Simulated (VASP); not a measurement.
Here is a VASP 6.6.1 calculation.

The input POSCAR:

```
SnO2                                    
1.0
    4.7714001635      0.0000000000      0.0000000000
   -0.0000000000      4.7714001635      0.0000000000
    0.0000000000      0.0000000000      3.2165924138
  Sn              O             
     2     4
Direct
     1.0000000000000000    0.0000000000000000    0.0000000000000000
     0.5000000000000000    0.5000000000000000    0.5000000000000000
     0.3062614065705972    0.3062614065705972    0.0000000000000000
     0.1937385934294028    0.8062614065705972    0.5000000000000000
     0.6937385934294028    0.6937385934294028    0.0000000000000000
     0.8062614065705972    0.1937385934294028    0.5000000000000000
```

File INCAR.step1:

```
SYSTEM = SnO2
PREC = Accurate
ENCUT = 520
EDIFF = 1E-5
ISMEAR = 0
SIGMA = 0.03
LREAL = .FALSE.
LASPH = .TRUE.
NELM = 80
ALGO = Normal
ISIF = 2
LWAVE = .TRUE.
LCHARG = .FALSE.
NBANDS = 35
KPAR = 4
GGA = PE
```

File INCAR.step2:

```
SYSTEM = SnO2
PREC = Accurate
ENCUT = 520
EDIFF = 1E-6
ISMEAR = 0
SIGMA = 0.03
LREAL = .FALSE.
LASPH = .TRUE.
NELM = 80
ALGO = Normal
ISIF = 2
LWAVE = .FALSE.
LCHARG = .FALSE.
GGA = PE
LHFCALC = .TRUE.
HFSCREEN = 0.2
PRECFOCK = Fast
NBANDS = 35
KPAR = 4
ISTART = 1
```

File KPOINTS:

```
regular mesh
0
G
  4 4 6
  0 0 0
```

Contents of KPOINTS_OPT:

```
explicit points
6
Reciprocal
 0.0000000000  0.0000000000  0.0000000000 1
 0.5000000000  0.5000000000  0.5000000000 1
 0.5000000000  0.5000000000  0.0000000000 1
 0.0000000000  0.5000000000  0.5000000000 1
 0.0000000000  0.5000000000  0.0000000000 1
 0.0000000000  0.0000000000  0.5000000000 1
```

Potentials or basis: VASP PAW PBE potentials, release 64 (Sn_d, O).

Launch:

```sh
$ cat potpaw_PBE.64/Sn_d/POTCAR potpaw_PBE.64/O/POTCAR > POTCAR
$ cp INCAR.step1 INCAR
$ mpirun -np 4 vasp_std > vasp.out
$ cp INCAR.step2 INCAR
$ mpirun -np 4 vasp_std > vasp.out
```

Predict the pressure.

-2.8 GPa.

What does it give for the largest force?

0.028 eV/Å.

Forces in eV/Å, atoms in the order of the input:
```
Sn   0.000  0.000  0.000
Sn   0.000  0.000  0.000
O    0.020  0.020  0.000
O   -0.020  0.020  0.000
O   -0.020 -0.020  0.000
O    0.020 -0.020  0.000
```

Caveat: the PAW data sets were made with another functional, which shifts forces and pressure a little.
